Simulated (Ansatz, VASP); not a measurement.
One calculation of Ge4N, two programs

File INCAR:

```
PREC = Accurate
ENCUT = 520
EDIFF = 1E-6
ISMEAR = 0
SIGMA = 0.1
LREAL = False
LASPH = True
NELM = 100
ALGO = Normal
ISIF = 2
LWAVE = False
LCHARG = False
GGA = PE
NBANDS = 38
```

The input KPOINTS:

```
regular mesh
0
Gamma
  8 8 8
```

Contents of POSCAR:

```
Ge4N
1.0
    4.4273402186      0.0000000000      0.0000000000
    0.0000000000      4.4273402186      0.0000000000
    0.0000000000      0.0000000000      4.4273402186
Ge N
4 1
Direct
    0.0000000000      0.5000000000      0.5000000000
    0.5000000000      0.0000000000      0.5000000000
    0.5000000000      0.5000000000      0.0000000000
    0.0000000000      0.0000000000      0.0000000000
    0.5000000000      0.5000000000      0.5000000000
```

Input for Ansatz:

```yaml
crystal:
  lattice:
    - [4.4273402186, 0.0, 0.0]
    - [0.0, 4.4273402186, 0.0]
    - [0.0, 0.0, 4.4273402186]
  atoms:
    - { symbol: Ge, position: [0.0, 0.5, 0.5] }
    - { symbol: Ge, position: [0.5, 0.0, 0.5] }
    - { symbol: Ge, position: [0.5, 0.5, 0.0] }
    - { symbol: Ge, position: [0.0, 0.0, 0.0] }
    - { symbol: "N", position: [0.5, 0.5, 0.5] }
basis:
  ecutwfc: 420
kpoints:
  mp_grid: { grid: [8, 8, 8] }
  band_path:
    path:
      - [[0.0, 0.0, 0.0], [0.0, 0.5, 0.0], [0.5, 0.5, 0.0], [0.0, 0.0, 0.0], [0.5, 0.5, 0.5], [0.0, 0.5, 0.0]]
      - [[0.5, 0.5, 0.5], [0.5, 0.5, 0.0]]
    npoints: 14
hamiltonian:
  xc: pbe
scf:
  occupations: { method: gaussian, width: 0.1 }
  n_extra_bands: 12
output:
  forces: true
  stress: true
  eigenvalues: true
  populations: true
  dos: { projected: true, de: 0.02, nscf_kmesh: { grid: [10, 10, 10] } }
  bader: true
  write_density: true
  write_potential: true
  elf: true
  volumetric_format: npy
```

The cell was built by a generator and needn't be a form met in nature.

Alike in both runs: task single point; functional PBE; k mesh 8 × 8 × 8; occupations gaussian, width 0.1 eV; no spin polarisation.

```csv
,VASP,Ansatz
version,VASP 6.6.1,Ansatz 0.2.0
potentials or method,"VASP PAW PBE potentials, release 64 (Ge_d, N)","scalar-relativistic, plane waves, PAW"
plane-wave cutoff (eV),520,420
valence electrons in the cell,61,61
```

|  | VASP | Ansatz | Ansatz less VASP |
| --- | --- | --- | --- |
| gap on the k mesh at the Fermi level (eV) | none | none | - |
| pressure (GPa) | 0.0 | 0.0 | -0.03 |

A gap of «none» marks a metal or a gap that the smearing closes. With one functional, cell and mesh, what is left measures potentials, basis and numerics.
